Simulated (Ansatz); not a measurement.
Density of states of AlCu₃ (Fm-3m, a = 5.767 Å, b = 5.767 Å, c = 5.767 Å, α = 90.00°, β = 90.00°, γ = 90.00°), in states per eV and primitive cell, averaged over bins of 0.3 eV. Method: DFT PBEsol, scalar-relativistic, plane waves, PAW in Ansatz 0.2.0.

Plane waves to 420 eV, a k mesh through Γ of 12×12×12 on the computed 4-atom cell and Gaussian smearing (0.10 eV); no spin polarisation.

The cell is relaxed at this level. The states (both spins) are summed by tetrahedra on a 18×18×18 mesh at the self-consistent density. Energies are bin centres; the table starts no lower than −8 eV and ends at 6 eV, or lower where the solved bands end.

It is a metal at this level.

| E − E_F (eV) | total | Cu 3d | Al 3p | Cu 4s | Al 3s |
| --- | --- | --- | --- | --- | --- |
| -7.90 | 0.74 | 0.06 | 0.13 | 0.30 | 0.23 |
| -7.60 | 0.81 | 0.10 | 0.13 | 0.29 | 0.29 |
| -7.30 | 0.76 | 0.14 | 0.11 | 0.21 | 0.29 |
| -7.00 | 0.98 | 0.23 | 0.17 | 0.22 | 0.35 |
| -6.70 | 0.66 | 0.15 | 0.18 | 0.17 | 0.15 |
| -6.40 | 1.05 | 0.29 | 0.36 | 0.28 | 0.10 |
| -6.10 | 1.89 | 0.75 | 0.52 | 0.37 | 0.23 |
| -5.80 | 1.51 | 0.79 | 0.31 | 0.19 | 0.19 |
| -5.50 | 1.89 | 1.09 | 0.39 | 0.27 | 0.13 |
| -5.20 | 2.76 | 1.83 | 0.41 | 0.43 | 0.07 |
| -4.90 | 4.59 | 3.55 | 0.49 | 0.50 | 0.03 |
| -4.60 | 7.26 | 6.33 | 0.53 | 0.33 | 0.01 |
| -4.30 | 8.85 | 8.31 | 0.34 | 0.13 | 0.00 |
| -4.00 | 12.49 | 11.99 | 0.29 | 0.08 | 0.02 |
| -3.70 | 9.87 | 9.22 | 0.37 | 0.07 | 0.07 |
| -3.40 | 12.78 | 11.92 | 0.47 | 0.15 | 0.11 |
| -3.10 | 7.26 | 6.82 | 0.22 | 0.05 | 0.08 |
| -2.80 | 5.02 | 4.86 | 0.10 | 0.01 | 0.02 |
| -2.50 | 21.80 | 21.32 | 0.21 | 0.11 | 0.10 |
| -2.20 | 2.97 | 2.55 | 0.22 | 0.12 | 0.04 |
| -1.90 | 2.26 | 1.55 | 0.41 | 0.20 | 0.06 |
| -1.60 | 1.87 | 1.06 | 0.45 | 0.21 | 0.08 |
| -1.30 | 1.62 | 0.78 | 0.46 | 0.20 | 0.09 |
| -1.00 | 1.46 | 0.60 | 0.47 | 0.19 | 0.09 |
| -0.70 | 1.32 | 0.47 | 0.46 | 0.18 | 0.09 |
| -0.40 | 1.21 | 0.38 | 0.44 | 0.16 | 0.09 |
| -0.10 | 1.10 | 0.30 | 0.42 | 0.15 | 0.08 |
| 0.20 | 1.01 | 0.24 | 0.40 | 0.13 | 0.07 |
| 0.50 | 0.91 | 0.19 | 0.36 | 0.11 | 0.06 |
| 0.80 | 0.83 | 0.15 | 0.33 | 0.10 | 0.06 |
| 1.10 | 0.73 | 0.12 | 0.29 | 0.08 | 0.05 |
| 1.40 | 0.65 | 0.09 | 0.26 | 0.07 | 0.04 |
| 1.70 | 0.55 | 0.07 | 0.22 | 0.05 | 0.04 |
| 2.00 | 0.54 | 0.06 | 0.18 | 0.10 | 0.03 |
| 2.30 | 0.96 | 0.11 | 0.16 | 0.41 | 0.10 |
| 2.60 | 1.39 | 0.15 | 0.17 | 0.62 | 0.22 |
| 2.90 | 1.68 | 0.16 | 0.24 | 0.66 | 0.26 |
| 3.20 | 1.81 | 0.14 | 0.27 | 0.60 | 0.26 |
| 3.50 | 1.51 | 0.10 | 0.23 | 0.47 | 0.19 |
| 3.80 | 1.31 | 0.08 | 0.22 | 0.40 | 0.16 |
| 4.10 | 1.36 | 0.08 | 0.29 | 0.37 | 0.15 |
| 4.40 | 1.37 | 0.07 | 0.32 | 0.35 | 0.12 |
| 4.70 | 1.42 | 0.07 | 0.36 | 0.37 | 0.10 |
| 5.00 | 1.41 | 0.06 | 0.39 | 0.37 | 0.06 |
| 5.30 | 1.38 | 0.05 | 0.38 | 0.36 | 0.06 |
| 5.60 | 1.46 | 0.05 | 0.38 | 0.38 | 0.05 |

The columns after the total are the Löwdin projections on the occupied valence shells of the potentials. The rest of the total lies in shells that are empty in the free atom, which aren't projected, and between the atoms.

Whether AlCu3 exists in this form wasn't checked.